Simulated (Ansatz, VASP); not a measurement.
## One calculation of Be, two programs

The input INCAR:

```
  PREC = Accurate
  ENCUT = 520
  EDIFF = 1E-7
  ISMEAR = -1
  SIGMA = 0.05
  LREAL = False
  LASPH = True
  NELM = 100
  ALGO = Normal
  ISIF = 2
  LWAVE = False
  LCHARG = True
  GGA = PE
  LELF = True
  LVHAR = True
  NBANDS = 9
```

The input KPOINTS:

```
Automatic mesh
0
Gamma
  15 15 8
```

File POSCAR:

```
Be
1.0
    2.2853000000      0.0000000000      0.0000000000
   -1.1426500000      1.9791278553      0.0000000000
    0.0000000000      0.0000000000      3.5842000000
Be
2
Direct
    0.3333333333      0.6666666667      0.2500000000
    0.6666666667      0.3333333333      0.7500000000
```

Input for Ansatz:

```yaml
crystal:
  lattice:
    - [2.2853, 0.0, 0.0]
    - [-1.14265, 1.9791278553, 0.0]
    - [0.0, 0.0, 3.5842]
  atoms:
    - { symbol: Be, position: [0.3333333333, 0.6666666667, 0.25] }
    - { symbol: Be, position: [0.6666666667, 0.3333333333, 0.75] }
kpoints:
  mp_grid: { grid: [15, 15, 8] }
scf:
  occupations: { method: fermi_dirac, width: 0.05 }
hamiltonian:
  xc: pbe
  pseudopotentials: { kind: nc }
output:
  forces: true
  stress: true
  eigenvalues: true
  populations: true
```

Change from the starting cell: shortest bond scaled by 1, norm-conserving files.

Alike in both runs: task single point; functional PBE; k mesh 15 × 15 × 8; occupations fermi-dirac, width 0.05 eV; no spin polarisation.

|  | VASP | Ansatz |
| --- | --- | --- |
| version | VASP 6.6.1 | Ansatz 0.2.0 |
| potentials or method | VASP PAW PBE potentials, release 64 (Be) | norm-conserving pseudopotentials, scalar-relativistic |
| plane-wave cutoff (eV) | 520 | 1800 |
| valence electrons in the cell | 4 | 8 |

Ansatz gave:

| Item | Value |
| --- | --- |
| pressure (GPa) | -2.7 |
| largest component of the traceless stress (GPa) | 1.82 |

Task: Which values does VASP return?

Result: Pressure (GPa): -2.8; largest component of the traceless stress (GPa): 1.81.

The two sets of potentials don't hold the same shells in valence.
